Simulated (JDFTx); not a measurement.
The system is Ag.

```
Ag
1.0
     0.00000    2.04275    2.04275
     2.04275    0.00000    2.04275
     2.04275    2.04275    0.00000
Ag
1
Direct
  0.00000 0.00000 0.00000
```

```yaml
Program: JDFTx 1.7.0 (patched build)
Task: relaxation of cell and atoms
Functional: revPBE
Potentials_or_basis: SG15-PBE-1.2 with smoothed tails
Cutoff: 1088 eV
Density_cutoff: 4354 eV
k_mesh: 6 × 6 × 6
Occupations: fermi-dirac, width 0.05 eV
Spin: no spin polarisation
```

At the start: pressure 8.7 GPa; volume 17.05 Å³/atom.

Question: Where does the relaxation end?

Answer: Over 7 steps the energy falls by 40.6 meV/atom and the volume is 18.77 Å³/atom (+10.1 %); space group Fm-3m (No. 225, to 0.05 Å).

Step by step:
```
step  energy change (eV)  largest force (eV/Å)  pressure (GPa)  volume (Å³)
   1              0.0000                0.0000            8.68        17.05
   2             -0.0109                0.0000            7.14        17.27
   3             -0.0387                0.0000            1.51        18.36
   4             -0.0405                0.0000            0.36        18.67
   5             -0.0406                0.0000            0.06        18.75
   6             -0.0406                0.0000            0.01        18.77
   7             -0.0406                0.0000            0.00        18.77
```

Final structure:
```
CELL_PARAMETERS angstrom
0.00000 2.10938 2.10938
2.10938 0.00000 2.10938
2.10938 2.10938 0.00000
ATOMIC_POSITIONS crystal
Ag 0.00000 0.00000 0.00000
```

Caveat: the k mesh is coarse (spacing up to 0.44 Å⁻¹), so the values aren't converged; the plane waves are those of the starting cell, so after so large a change of volume the result is rough; the potentials were made for another functional, which shifts forces and pressure.
